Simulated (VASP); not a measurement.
# CdS (Fm-3m) in VASP: a series of runs

Runs on CdS. Level: PBE. Tasks: single point, relaxation of cell and atoms.

All numbers are computed with VASP 6.6.1; they aren't measurements. Logs are shortened: lines on timing, memory, paths and dates and some standing lists are left out, and cuts for length are marked.

### 1 Starting point

The structure is cubic, space group Fm-3m (No. 225). Conventional cell: a = 5.506 Å, b = 5.506 Å, c = 5.506 Å, α = 90.00°, β = 90.00°, γ = 90.00°. Around Cd (site symmetry m-3m) lie 6 S at 2.75 Å. Around S (site symmetry m-3m) lie 6 Cd at 2.75 Å.

Measurements of this composition are mostly on another form, of space group No. 186.

### 2 Single point, PBE

INCAR reads:

```
SYSTEM = CdS
  PREC = Accurate
  ENCUT = 520
  EDIFF = 1E-6
  ISMEAR = 0
  SIGMA = 0.1
  LREAL = .FALSE.
  LASPH = .TRUE.
  NELM = 100
  ALGO = Normal
  ISIF = 2
  LWAVE = .FALSE.
  LCHARG = .FALSE.
  GGA = PE
  NBANDS = 16
```

KPOINTS reads:

```
regular mesh
0
G
  6 6 6
  0 0 0
```

POSCAR reads:

```
CdS
1.0
    0.0000000000      2.7532440000      2.7532440000
    2.7532440000      0.0000000000      2.7532440000
    2.7532440000      2.7532440000      0.0000000000
Cd S
1 1
Direct
    0.0000000000      0.0000000000      0.0000000000
    0.5000000000      0.5000000000      0.5000000000
```

Potentials or basis: VASP PAW PBE potentials, release 64 (Cd, S).

On the command line:

```
$ cat potpaw_PBE.64/Cd/POTCAR potpaw_PBE.64/S/POTCAR > POTCAR
$ mpirun -np 1 vasp_std > vasp.out
```

OUTCAR:

```text
SYSTEM = CdS
   PREC = Accurate
   ENCUT = 520
   EDIFF = 1E-6
   ISMEAR = 0
   LREAL = .FALSE.
   LASPH = .TRUE.
   NELM = 100
   ISIF = 2
   GGA = PE

 ion  position               nearest neighbor table
   1  0.000  0.000  0.000-   2 2.75   2 2.75   2 2.75   2 2.75   2 2.75   2 2.75
   2  0.500  0.500  0.500-   1 2.75   1 2.75   1 2.75   1 2.75   1 2.75   1 2.75

  LATTYP: Found a face centered cubic cell.
 ALAT       =     5.5064880000

  Lattice vectors:

 A1 = (   0.0000000000,   2.7532440000,   2.7532440000)
 A2 = (   2.7532440000,   0.0000000000,   2.7532440000)
 A3 = (   2.7532440000,   2.7532440000,   0.0000000000)

Analysis of symmetry for initial positions (statically):
=====================================================================
 Subroutine PRICEL returns:
 Original cell was already a primitive cell.

 Routine SETGRP: Setting up the symmetry group for a
 face centered cubic supercell.

 Subroutine GETGRP returns: Found 48 space group operations
 (whereof 48 operations were pure point group operations)
 out of a pool of 48 trial point group operations.

The static configuration has the point symmetry O_h .

Analysis of symmetry for dynamics (positions and initial velocities):
=====================================================================
 Subroutine PRICEL returns:
 Original cell was already a primitive cell.

 Routine SETGRP: Setting up the symmetry group for a
 face centered cubic supercell.

 Subroutine GETGRP returns: Found 48 space group operations
 (whereof 48 operations were pure point group operations)
 out of a pool of 48 trial point group operations.

The dynamic configuration has the point symmetry O_h .

 Subroutine INISYM returns: Found 48 space group operations
 (whereof 48 operations are pure point group operations),
 and found     1 'primitive' translations

----------------------------------------------------------------------------------------

                                     Primitive cell

  volume of cell :      41.7411

  direct lattice vectors                    reciprocal lattice vectors
     0.000000000  2.753244000  2.753244000    -0.181603955  0.181603955  0.181603955
     2.753244000  0.000000000  2.753244000     0.181603955 -0.181603955  0.181603955
     2.753244000  2.753244000  0.000000000     0.181603955  0.181603955 -0.181603955

  length of vectors
     3.893675005  3.893675005  3.893675005     0.314547277  0.314547277  0.314547277

  position of ions in fractional coordinates (direct lattice)
     0.000000000  0.000000000  0.000000000
     0.500000000  0.500000000  0.500000000

  ion indices of the primitive-cell ions
   primitive index   ion index
                 1           1
                 2           2

----------------------------------------------------------------------------------------

 KPOINTS: regular mesh

Automatic generation of k-mesh.
 Grid dimensions read from file:
 generate k-points for:    6    6    6

 Generating k-lattice:

  Cartesian coordinates                     Fractional coordinates (reciprocal lattice)
    -0.030267326  0.030267326  0.030267326     0.166666667  0.000000000  0.000000000
     0.030267326 -0.030267326  0.030267326     0.000000000  0.166666667  0.000000000
     0.030267326  0.030267326 -0.030267326     0.000000000  0.000000000  0.166666667

  Length of vectors
     0.052424546  0.052424546  0.052424546

  Shift w.r.t. Gamma in fractional coordinates (k-lattice)
     0.000000000  0.000000000  0.000000000

 Subroutine IBZKPT returns following result:
 ===========================================

 Found     16 irreducible k-points:

 Following reciprocal coordinates:
            Coordinates               Weight
  0.000000  0.000000  0.000000      1.000000
  0.166667  0.000000  0.000000      8.000000
  0.333333  0.000000  0.000000      8.000000
  0.500000  0.000000  0.000000      4.000000
  0.166667  0.166667  0.000000      6.000000
  0.333333  0.166667  0.000000     24.000000
[... 8 lines left out ...]
 -0.333333  0.333333  0.166667     24.000000
 -0.333333  0.500000  0.166667     12.000000
   k-points           NKPTS =     16   k-points in BZ     NKDIM =     16   number of bands    NBANDS=     16
   number of dos      NEDOS =    301   number of ions     NIONS =      2
   total plane-waves  NPLWV =  27000
   dimension x,y,z NGX =    30 NGY =   30 NGZ =   30
   dimension x,y,z NGXF=    60 NGYF=   60 NGZF=   60
   ions per type =               1   1
   NGX,Y,Z   is equivalent  to a cutoff of  12.81, 12.81, 12.81 a.u.
   NGXF,Y,Z  is equivalent  to a cutoff of  25.62, 25.62, 25.62 a.u.
 SYSTEM =  CdS
   PREC   = accura    normal or accurate (medium, high low for compatibility)
   ISTART =      0    job   : 0-new  1-cont  2-samecut
   ICHARG =      2    charge: 1-file 2-atom 10-const
   ISPIN  =      1    spin polarized calculation?
   LNONCOLLINEAR =      F non collinear calculations
   LSORBIT =      F    spin-orbit coupling
   LASPH  =      T    aspherical Exc in radial PAW
   ENCUT  =  520.0 eV  38.22 Ry    6.18 a.u.   7.24  7.24  7.24*2*pi/ulx,y,z
   NELM   =    100;   NELMIN=  2; NELMDL= -5     # of ELM steps
   EDIFF  = 0.1E-05   stopping-criterion for ELM
   LREAL  =      F    real-space projection
   EDIFFG = 0.1E-04   stopping-criterion for IOM
   NSW    =      0    number of steps for IOM
   IBRION =     -1    ionic relax: 0-MD 1-quasi-New 2-CG
   NFREE  =      0    steps in history (QN), initial steepest desc. (CG)
   ISIF   =      2    stress and relaxation
   ISYM   =      2    0-nonsym 1-usesym 2-fastsym
   POTIM  = 0.5000    time-step for ionic-motion
   TEBEG  =    0.0;   TEEND  =   0.0 temperature during run
   PSTRESS=    0.0 pullay stress
   NELECT =      18.0000    total number of electrons
   NUPDOWN=      -1.0000    fix difference up-down
   EMIN   =  10.00;   EMAX   =-10.00  energy-range for DOS
   EFERMI =   0.00;   METHOD = LEGACY
   ISMEAR =     0;   SIGMA  =   0.10  broadening in eV -4-tet -1-fermi 0-gaus
   EFERMI_NEDOS =   21; number of points for ismear=-14 and -15
   IALGO  =     38    algorithm
   IMIX   =      4    mixing-type and parameters
     AMIX     =   0.40;   BMIX     =  1.00
     AMIX_MAG =   1.60;   BMIX_MAG =  1.00
  volume/ion in A,a.u.               =      20.87       140.84
  Fermi-wavevector in a.u.,A,eV,Ry     =   1.236833  2.337275 20.813583  1.529755
  Thomas-Fermi vector in A             =   2.371425
   LORBIT       =      0    0 simple, 1 ext, 2 COOP (PROOUT), +10 PAW based schemes
   GGA     = PE    functional components
   LHFCALC =     F    Hartree Fock is set to
   AEXX    =    0.0000 exact exchange contribution
   IVDW    =     0    specifies the selected vdW correction
   LEPSILON=     F    determine dielectric tensor
   LRPA    =     F    only Hartree local field effects (RPA)
 non-spin polarized calculation
 Gauss-broadening in eV      SIGMA  =   0.10
  energy-cutoff  :      520.00
  volume of cell :       41.74
 maximum number of plane-waves:      1158
 NGX is ok and might be reduce to    30
   NGX = 15   NGY = 15   NGZ = 15

 number of electron      18.0000005 magnetization

 Free energy of the ion-electron system (eV)
  ---------------------------------------------------
  ext. energy  EPLUGINS =         0.00000000
  ---------------------------------------------------
  free energy    TOTEN  =        -5.87055679 eV

  energy without entropy =       -5.86997310  energy(sigma->0) =       -5.87026495

 E-fermi :   2.8613     XC(G=0): -10.3023

 val. band max:        2.7167785442   @ k =   0.5000   0.0000   0.0000
 cond. band min:       2.9677255261   @ k =   0.5000   0.5000   0.0000
 fundamental gap:      0.2509469819
 Fermi energy:         2.8612717238

 k-point     1 :       0.0000    0.0000    0.0000
  band No.  band energies     occupation
      1      -9.9421      2.00000
      2      -4.8606      2.00000
      3      -4.8606      2.00000
      4      -4.8606      2.00000
      5      -4.8601      2.00000
      6      -4.8601      2.00000
[... 8 lines left out ...]
     15      14.0312      0.00000
     16      14.0599      0.00000

 k-point     2 :       0.1667    0.0000    0.0000
  band No.  band energies     occupation
      1      -9.7172      2.00000
      2      -4.9351      2.00000
      3      -4.9351      2.00000
      4      -4.8859      2.00000
      5      -4.8130      2.00000
      6      -4.8130      2.00000
[... 8 lines left out ...]
     15      13.0071      0.00000
     16      13.6222      0.00000

 k-point     3 :       0.3333    0.0000    0.0000
  band No.  band energies     occupation
      1      -9.1853      2.00000
      2      -5.0782      2.00000
      3      -5.0782      2.00000
      4      -4.9864      2.00000
      5      -4.7160      2.00000
      6      -4.7160      2.00000
[... 8 lines left out ...]
     15      14.3447      0.00000
     16      14.3447      0.00000

 k-point     4 :       0.5000    0.0000    0.0000
  band No.  band energies     occupation
      1      -8.8553      2.00000
      2      -5.1467      2.00000
      3      -5.1467      2.00000
      4      -5.0911      2.00000
      5      -4.6665      2.00000
      6      -4.6665      2.00000
[... 8 lines left out ...]
     15      15.6966      0.00000
     16      15.6966      0.00000

 k-point     5 :       0.1667    0.1667    0.0000
  band No.  band energies     occupation
      1      -9.6629      2.00000
      2      -4.9927      2.00000
      3      -4.8975      2.00000
      4      -4.8342      2.00000
      5      -4.8120      2.00000
      6      -4.8120      2.00000
[... 8 lines left out ...]
     15      15.2368      0.00000
     16      15.8632      0.00000

 k-point     6 :       0.3333    0.1667    0.0000
  band No.  band energies     occupation
      1      -9.2884      2.00000
      2      -5.0289      2.00000
      3      -4.9315      2.00000
      4      -4.9252      2.00000
      5      -4.7418      2.00000
      6      -4.7043      2.00000
[... 8 lines left out ...]
     15      15.4252      0.00000
     16      15.8046      0.00000

 k-point     7 :       0.5000    0.1667    0.0000
  band No.  band energies     occupation
      1      -8.9196      2.00000
      2      -5.0557      2.00000
      3      -5.0000      2.00000
      4      -4.9720      2.00000
      5      -4.6558      2.00000
      6      -4.6515      2.00000
[... 8 lines left out ...]
     15      15.9632      0.00000
     16      16.8292      0.00000

 k-point     8 :      -0.3333    0.1667    0.0000
  band No.  band energies     occupation
      1      -8.9876      2.00000
      2      -5.1046      2.00000
      3      -5.0567      2.00000
      4      -4.9158      2.00000
      5      -4.7064      2.00000
      6      -4.6295      2.00000
[... 8 lines left out ...]
     15      15.3582      0.00000
     16      16.4418      0.00000

 k-point     9 :      -0.1667    0.1667    0.0000
  band No.  band energies     occupation
      1      -9.4090      2.00000
      2      -5.0421      2.00000
      3      -4.9929      2.00000
      4      -4.8967      2.00000
      5      -4.7886      2.00000
      6      -4.7117      2.00000
[... 8 lines left out ...]
     15      15.0733      0.00000
     16      15.4302      0.00000

 k-point    10 :       0.3333    0.3333    0.0000
  band No.  band energies     occupation
      1      -9.2074      2.00000
      2      -4.9714      2.00000
      3      -4.7824      2.00000
      4      -4.7358      2.00000
      5      -4.6855      2.00000
      6      -4.6855      2.00000
[... 8 lines left out ...]
     15      16.2077      0.00000
     16      18.1522      0.00000

 k-point    11 :       0.5000    0.3333    0.0000
  band No.  band energies     occupation
      1      -9.0303      2.00000
      2      -4.9745      2.00000
      3      -4.8578      2.00000
      4      -4.7034      2.00000
      5      -4.6288      2.00000
      6      -4.3168      2.00000
[... 8 lines left out ...]
     15      16.6900      0.00000
     16      17.7208      0.00000

 k-point    12 :      -0.3333    0.3333    0.0000
  band No.  band energies     occupation
      1      -8.9148      2.00000
      2      -5.0046      2.00000
      3      -4.9666      2.00000
      4      -4.7967      2.00000
      5      -4.6603      2.00000
      6      -4.3898      2.00000
[... 8 lines left out ...]
     15      14.8477      0.00000
     16      18.2601      0.00000

 k-point    13 :       0.5000    0.5000    0.0000
  band No.  band energies     occupation
      1      -9.0788      2.00000
      2      -5.0084      2.00000
      3      -4.7563      2.00000
      4      -4.6042      2.00000
      5      -4.6042      2.00000
      6      -3.9580      2.00000
[... 8 lines left out ...]
     15      17.0618      0.00000
     16      17.3350      0.00000

 k-point    14 :       0.5000    0.3333    0.1667
  band No.  band energies     occupation
      1      -9.0410      2.00000
      2      -4.9813      2.00000
      3      -4.9226      2.00000
      4      -4.8978      2.00000
      5      -4.6827      2.00000
      6      -4.5590      2.00000
[... 8 lines left out ...]
     15      16.6335      0.00000
     16      17.7095      0.00000

 k-point    15 :      -0.3333    0.3333    0.1667
  band No.  band energies     occupation
      1      -8.9148      2.00000
      2      -5.0339      2.00000
      3      -4.8879      2.00000
      4      -4.8618      2.00000
      5      -4.6386      2.00000
      6      -4.3927      2.00000
[... 8 lines left out ...]
     15      15.3225      0.00000
     16      17.3444      0.00000

 k-point    16 :      -0.3333    0.5000    0.1667
  band No.  band energies     occupation
      1      -8.9716      2.00000
      2      -4.9407      2.00000
      3      -4.9215      2.00000
      4      -4.7467      2.00000
      5      -4.6041      2.00000
      6      -4.1004      2.00000
[... 8 lines left out ...]
     15      16.4263      0.00000
     16      17.3265      0.00000

------------------------ aborting loop because EDIFF is reached ----------------------------------------

  FORCE on cell =-STRESS in cart. coord.  units (eV):
  Direction    XX          YY          ZZ          XY          YZ          ZX
  --------------------------------------------------------------------------------------
  -------------------------------------------------------------------------------------
  Total       -0.0164177     -0.0164177     -0.0164177      0.0000000      0.0000000      0.0000000
  in kB       -0.6301701     -0.6301701     -0.6301701      0.0000000      0.0000000      0.0000000
  external PRESSURE =      -0.6301701 kB  Pullay stress =       0.0000000 kB

 VOLUME and BASIS-vectors are now :
 -----------------------------------------------------------------------------
  energy-cutoff  :      520.00
  volume of cell :       41.74
      direct lattice vectors                 reciprocal lattice vectors
     0.000000000  2.753244000  2.753244000    -0.181603955  0.181603955  0.181603955
     2.753244000  0.000000000  2.753244000     0.181603955 -0.181603955  0.181603955
     2.753244000  2.753244000  0.000000000     0.181603955  0.181603955 -0.181603955

 POSITION                                       TOTAL-FORCE (eV/Angst)
 -----------------------------------------------------------------------------------
      0.00000      0.00000      0.00000        -0.000000     -0.000000     -0.000000
      2.75324      2.75324      2.75324         0.000000      0.000000      0.000000
 -----------------------------------------------------------------------------------
    total drift:                               -0.000000      0.000000      0.000000

  FREE ENERGIE OF THE ION-ELECTRON SYSTEM (eV)
  ---------------------------------------------------
  free  energy   TOTEN  =        -5.8705567918 eV

  energy  without entropy=       -5.8699730988  energy(sigma->0) =       -5.87026495
```

It took 5.8 s on 1 thread of Intel Xeon 6975P-C (Granite Rapids), shared host; peak memory 0.16 GiB.

What came out:

| Property | Result |
| --- | --- |
| Free energy | -5.8706 eV |
| Pressure | -0.1 GPa |
| Band gap on the k mesh | 0.25 eV, indirect (least direct gap 1.53 eV) |

A k mesh can miss the band edges.

(Part 1 of 2 ends here.)
